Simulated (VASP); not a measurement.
# Te2Mo (P6_3/mmc) in VASP: further runs

The runs below take Te2Mo through relaxation of cell and atoms, with PBE+D3(BJ), PBEsol.

Program: VASP 6.6.1. These are calculated values, not measurements. Logs are shortened: lines on timing, memory, paths and dates and some standing lists are left out, and cuts for length are marked.

### 1 The structure

It takes space group P6_3/mmc (No. 194, hexagonal). The conventional cell has a = 3.518 Å, b = 3.518 Å, c = 13.974 Å, α = 90.00°, β = 90.00°, γ = 120.00°. Around Te (site symmetry 3m) lie 3 Mo at 2.72 Å. Mo (site symmetry -6m2) has 6 Te at 2.72 Å as nearest neighbours.

### 2 Relaxation of cell and atoms, PBE+D3(BJ)

INCAR reads:

```
SYSTEM = Te2Mo
PREC = Accurate
ENCUT = 600
EDIFF = 1E-6
ISMEAR = 0
SIGMA = 0.03
LREAL = .False.
LASPH = .True.
NELM = 80
ALGO = Normal
ISIF = 3
LWAVE = .False.
LCHARG = .False.
GGA = PE
IVDW = 12
IBRION = 2
NSW = 90
EDIFFG = -0.01
KPAR = 2
```

KPOINTS reads:

```
regular mesh
0
Gamma
  9 9 2
  0 0 0
```

POSCAR reads:

```
Te2Mo
1.0
    3.5182000000      0.0000000000      0.0000000000
   -1.7591000000      3.0468505756      0.0000000000
    0.0000000000      0.0000000000     13.9736000000
Te Mo
4 2
Direct
    0.3333333333      0.6666666667      0.6210000000
    0.6666666667      0.3333333333      0.1210000000
    0.3333333333      0.6666666667      0.8790000000
    0.6666666667      0.3333333333      0.3790000000
    0.3333333333      0.6666666667      0.2500000000
    0.6666666667      0.3333333333      0.7500000000
```

Potentials or basis: VASP PAW PBE potentials, release 64 (Te, Mo_sv).

Launch:

```sh
$ cat potpaw_PBE.64/Te/POTCAR potpaw_PBE.64/Mo_sv/POTCAR > POTCAR
$ mpirun -np 2 vasp_std > vasp.out
```

OUTCAR:

```text
SYSTEM = Te2Mo
   PREC = Accurate
   ENCUT = 600
   EDIFF = 1E-6
   ISMEAR = 0
   LREAL = .False.
   LASPH = .True.
   NELM = 80
   ISIF = 3
   GGA = PE
   IVDW = 12
   IBRION = 2
   NSW = 90
   EDIFFG = -0.01
 IVDW          = 12

 ion  position               nearest neighbor table
   1  0.333  0.667  0.621-   6 2.72   6 2.72   6 2.72   3 3.61
   2  0.667  0.333  0.121-   5 2.72   5 2.72   5 2.72   4 3.61
   3  0.333  0.667  0.879-   6 2.72   6 2.72   6 2.72   1 3.61
   4  0.667  0.333  0.379-   5 2.72   5 2.72   5 2.72   2 3.61
   5  0.333  0.667  0.250-   2 2.72   4 2.72   2 2.72   4 2.72   2 2.72   4 2.72
   6  0.667  0.333  0.750-   1 2.72   3 2.72   1 2.72   3 2.72   1 2.72   3 2.72

  LATTYP: Found a hexagonal cell.
 ALAT       =     3.5182000000
 C/A-ratio  =     3.9718037633

  Lattice vectors:

 A1 = (   3.5182000000,   0.0000000000,   0.0000000000)
 A2 = (  -1.7591000000,   3.0468505756,   0.0000000000)
 A3 = (   0.0000000000,   0.0000000000,  13.9736000000)

Analysis of symmetry for initial positions (statically):
=====================================================================
 Subroutine PRICEL returns:
 Original cell was already a primitive cell.

 Routine SETGRP: Setting up the symmetry group for a
 hexagonal supercell.

 Subroutine GETGRP returns: Found 24 space group operations
 (whereof 12 operations were pure point group operations)
 out of a pool of 24 trial point group operations.

The static configuration has the point symmetry D_3d.
 The point group associated with its full space group is D_6h.

Analysis of symmetry for dynamics (positions and initial velocities):
=====================================================================
 Subroutine PRICEL returns:
 Original cell was already a primitive cell.

 Routine SETGRP: Setting up the symmetry group for a
 hexagonal supercell.

 Subroutine GETGRP returns: Found 24 space group operations
 (whereof 12 operations were pure point group operations)
 out of a pool of 24 trial point group operations.

The dynamic configuration has the point symmetry D_3d.
 The point group associated with its full space group is D_6h.

 Subroutine INISYM returns: Found 24 space group operations
 (whereof 12 operations are pure point group operations),
 and found     1 'primitive' translations

----------------------------------------------------------------------------------------

                                     Primitive cell

  volume of cell :     149.7890

  direct lattice vectors                    reciprocal lattice vectors
     3.518200000  0.000000000  0.000000000     0.284236257  0.164103880  0.000000000
    -1.759100000  3.046850576  0.000000000     0.000000000  0.328207759  0.000000000
     0.000000000  0.000000000 13.973600000     0.000000000  0.000000000  0.071563520

  length of vectors
     3.518200000  3.518200000 13.973600000     0.328207759  0.328207759  0.071563520

  position of ions in fractional coordinates (direct lattice)
     0.333333333  0.666666667  0.621000000
     0.666666667  0.333333333  0.121000000
     0.333333333  0.666666667  0.879000000
     0.666666667  0.333333333  0.379000000
     0.333333333  0.666666667  0.250000000
     0.666666667  0.333333333  0.750000000

  ion indices of the primitive-cell ions
   primitive index   ion index
                 1           1
                 2           2
                 3           3
                 4           4
                 5           5
                 6           6

----------------------------------------------------------------------------------------

 KPOINTS: regular mesh

Automatic generation of k-mesh.
 Grid dimensions read from file:
 generate k-points for:    9    9    2

 Generating k-lattice:

  Cartesian coordinates                     Fractional coordinates (reciprocal lattice)
     0.031581806  0.018233764  0.000000000     0.111111111  0.000000000  0.000000000
     0.000000000  0.036467529  0.000000000     0.000000000  0.111111111  0.000000000
     0.000000000  0.000000000  0.035781760     0.000000000  0.000000000  0.500000000

  Length of vectors
     0.036467529  0.036467529  0.035781760

  Shift w.r.t. Gamma in fractional coordinates (k-lattice)
     0.000000000  0.000000000  0.000000000

 Subroutine IBZKPT returns following result:
 ===========================================

 Found     24 irreducible k-points:

 Following reciprocal coordinates:
            Coordinates               Weight
  0.000000  0.000000  0.000000      1.000000
  0.111111  0.000000  0.000000      6.000000
  0.222222 -0.000000  0.000000      6.000000
  0.333333  0.000000  0.000000      6.000000
  0.444444 -0.000000  0.000000      6.000000
  0.111111  0.111111  0.000000      6.000000
[... 16 lines left out ...]
  0.333333  0.222222  0.500000     12.000000
  0.333333  0.333333  0.500000      2.000000
   k-points           NKPTS =     24   k-points in BZ     NKDIM =     24   number of bands    NBANDS=     31
   number of dos      NEDOS =    301   number of ions     NIONS =      6
   total plane-waves  NPLWV =  87808
   dimension x,y,z NGX =    28 NGY =   28 NGZ =  112
   dimension x,y,z NGXF=    56 NGYF=   56 NGZF=  224
   ions per type =               4   2
   NGX,Y,Z   is equivalent  to a cutoff of  13.23, 13.23, 13.32 a.u.
   NGXF,Y,Z  is equivalent  to a cutoff of  26.46, 26.46, 26.65 a.u.
 SYSTEM =  Te2Mo
   PREC   = accura    normal or accurate (medium, high low for compatibility)
   ISTART =      0    job   : 0-new  1-cont  2-samecut
   ICHARG =      2    charge: 1-file 2-atom 10-const
   ISPIN  =      1    spin polarized calculation?
   LNONCOLLINEAR =      F non collinear calculations
   LSORBIT =      F    spin-orbit coupling
   LASPH  =      T    aspherical Exc in radial PAW
   ENCUT  =  600.0 eV  44.10 Ry    6.64 a.u.   7.03  7.03 27.91*2*pi/ulx,y,z
   NELM   =     80;   NELMIN=  2; NELMDL= -5     # of ELM steps
   EDIFF  = 0.1E-05   stopping-criterion for ELM
   LREAL  =      F    real-space projection
   EDIFFG = -.1E-01   stopping-criterion for IOM
   NSW    =     90    number of steps for IOM
   IBRION =      2    ionic relax: 0-MD 1-quasi-New 2-CG
   NFREE  =      1    steps in history (QN), initial steepest desc. (CG)
   ISIF   =      3    stress and relaxation
   ISYM   =      2    0-nonsym 1-usesym 2-fastsym
   POTIM  = 0.5000    time-step for ionic-motion
   TEBEG  =    0.0;   TEEND  =   0.0 temperature during run
   PSTRESS=    0.0 pullay stress
   NELECT =      52.0000    total number of electrons
   NUPDOWN=      -1.0000    fix difference up-down
   EMIN   =  10.00;   EMAX   =-10.00  energy-range for DOS
   EFERMI =   0.00;   METHOD = LEGACY
   ISMEAR =     0;   SIGMA  =   0.03  broadening in eV -4-tet -1-fermi 0-gaus
   EFERMI_NEDOS =   21; number of points for ismear=-14 and -15
   IALGO  =     38    algorithm
   IMIX   =      4    mixing-type and parameters
     AMIX     =   0.40;   BMIX     =  1.00
     AMIX_MAG =   1.60;   BMIX_MAG =  1.00
  volume/ion in A,a.u.               =      24.96       168.47
  Fermi-wavevector in a.u.,A,eV,Ry     =   1.150578  2.174277 18.011787  1.323829
  Thomas-Fermi vector in A             =   2.287241
   LORBIT       =      0    0 simple, 1 ext, 2 COOP (PROOUT), +10 PAW based schemes
   GGA     = PE    functional components
   LHFCALC =     F    Hartree Fock is set to
   AEXX    =    0.0000 exact exchange contribution
   IVDW    =    12    specifies the selected vdW correction
   LEPSILON=     F    determine dielectric tensor
   LRPA    =     F    only Hartree local field effects (RPA)
 conjugate gradient relaxation of ions
 non-spin polarized calculation
 Gauss-broadening in eV      SIGMA  =   0.03
  energy-cutoff  :      600.00
  volume of cell :      149.79
 maximum number of plane-waves:      5038
   NGX = 15   NGY = 15   NGZ = 55

--------------------------------------- Ionic step        1  -------------------------------------------

 number of electron      52.0000001 magnetization

 Free energy of the ion-electron system (eV)
  ---------------------------------------------------
  ext. energy  EPLUGINS =         0.00000000
  ---------------------------------------------------
  free energy    TOTEN  =       -35.98684795 eV

  energy without entropy =      -35.98684795  energy(sigma->0) =      -35.98684795

------------------------ aborting loop because EDIFF is reached ----------------------------------------

 Edisp (eV)   -3.21953

 E8    (eV) :    -1.4845

  FORCE on cell =-STRESS in cart. coord.  units (eV):
  Direction    XX          YY          ZZ          XY          YZ          ZX
  --------------------------------------------------------------------------------------
  -------------------------------------------------------------------------------------
  Total      -0.76858    -0.76858    -0.06001     0.00000     0.00000     0.00000
  in kB      -8.22086    -8.22086    -0.64191     0.00000     0.00000     0.00000
  external pressure =       -5.69 kB  Pullay stress =        0.00 kB
[... 109 lines left out ...]
  FREE ENERGIE OF THE ION-ELECTRON SYSTEM (eV)
  ---------------------------------------------------
  free  energy   TOTEN  =       -39.2170381377 eV

  energy  without entropy=      -39.2170381377  energy(sigma->0) =      -39.21703814

[... ionic steps 4 to 8 ...]

--------------------------------------- Ionic step        9  -------------------------------------------

 number of electron      51.9999998 magnetization

------------------------ aborting loop because EDIFF is reached ----------------------------------------

 Edisp (eV)   -3.32711

 E8    (eV) :    -1.5330
[... 77 lines left out ...]
  energy  without entropy=      -39.2316938684  energy(sigma->0) =      -39.23169387

--------------------------------------- Ionic step       11  -------------------------------------------

 number of electron      51.9999998 magnetization

 Free energy of the ion-electron system (eV)
  ---------------------------------------------------
  ext. energy  EPLUGINS =         0.00000000
  ---------------------------------------------------
  free energy    TOTEN  =       -35.90506516 eV

  energy without entropy =      -35.90506516  energy(sigma->0) =      -35.90506516

 E-fermi :   8.8496     XC(G=0): -10.6463

 val. band max:        8.6430912421   @ k =   0.0000   0.0000   0.0000
 cond. band min:       9.3083393974   @ k =   0.2222   0.2222   0.0000
 fundamental gap:      0.6652481553
 Fermi energy:         8.8495662727

 k-point     1 :       0.0000    0.0000    0.0000
  band No.  band energies     occupation
      1     -52.2104      2.00000
      2     -52.2104      2.00000
      3     -26.3885      2.00000
      4     -26.3884      2.00000
      5     -26.2464      2.00000
      6     -26.2464      2.00000
[... 842 lines left out ...]
  FREE ENERGIE OF THE ION-ELECTRON SYSTEM (eV)
  ---------------------------------------------------
  free  energy   TOTEN  =       -39.2317476202 eV

  energy  without entropy=      -39.2317476202  energy(sigma->0) =      -39.23174762

 reached required accuracy - stopping structural energy minimisation
```

It took 18 min on 2 MPI ranks of Intel Xeon Platinum 8175M at 2.50GHz (Skylake/Cascade Lake), shared host; peak memory 0.36 GiB.

Results:

* Free energy: -39.2317 eV
* Relaxed volume: 24.15 Å³/atom
* Relaxed cell: a = 3.496 Å, b = 3.496 Å, c = 13.695 Å, α = 90.00°, β = 90.00°, γ = 120.00°
* Space group after relaxing (to 0.05 Å): P6_3/mmc (No. 194)
* Energy gained by relaxing: 4.2 meV/atom
* Ionic steps: 11
* Pressure after relaxing: 0.0 GPa
* Band gap on the k mesh: 0.67 eV, indirect (least direct gap 1.03 eV)
* Dispersion energy per atom: -0.554 eV

Forces in eV/Å, atoms in the order of the input:
```
Te   0.000  0.000 -0.003
Te   0.000  0.000 -0.003
Te   0.000  0.000  0.003
Te   0.000  0.000  0.003
Mo   0.000  0.000  0.000
Mo   0.000  0.000  0.000
```

The path:
```tsv
step	energy change (eV)	largest force (eV/Å)	pressure (GPa)	volume (Å³)
1	0.0000	0.1801	-0.57	149.79
2	-0.0099	0.1781	0.16	147.87
3	-0.0107	0.1781	0.42	147.15
4	-0.0138	0.0446	-0.52	147.26
5	-0.0143	0.0147	-0.27	147.23
6	-0.0201	0.0145	-0.19	146.48
7	-0.0252	0.0121	-0.01	145.13
8	-0.0254	0.0107	0.04	144.86
9	-0.0254	0.0111	0.03	144.91
10	-0.0253	0.0168	-0.11	144.97
11	-0.0254	0.0027	-0.01	144.93
```

Final structure:
```
Te Mo
1.0
     3.49568    0.00000    0.00000
    -1.74784    3.02735    0.00000
     0.00000    0.00000   13.69484
Te Mo
4 2
Direct
  0.33333 0.66667 0.61724
  0.66667 0.33333 0.11724
  0.33333 0.66667 0.88276
  0.66667 0.33333 0.38276
  0.33333 0.66667 0.25000
  0.66667 0.33333 0.75000
```

Levels at points of the mesh, in eV from the valence-band top:
| k point | band 24 | band 25 | band 26 | band 27 | band 28 | band 29 |
| --- | --- | --- | --- | --- | --- | --- |
| (0.00, 0.00, 0.00) | -1.01 | -0.17 | 0.00 | 2.87 | 2.87 | 3.06 |
| (0.00, 0.00, 0.50) | -1.04 | -0.05 | -0.05 | 2.91 | 2.91 | 2.91 |

Caveat: spin-orbit coupling is left out, which moves the levels of the heavy elements; an odd mesh through Γ misses points on the zone boundary, where band edges often lie.

(Part 1 of 3 ends here.)
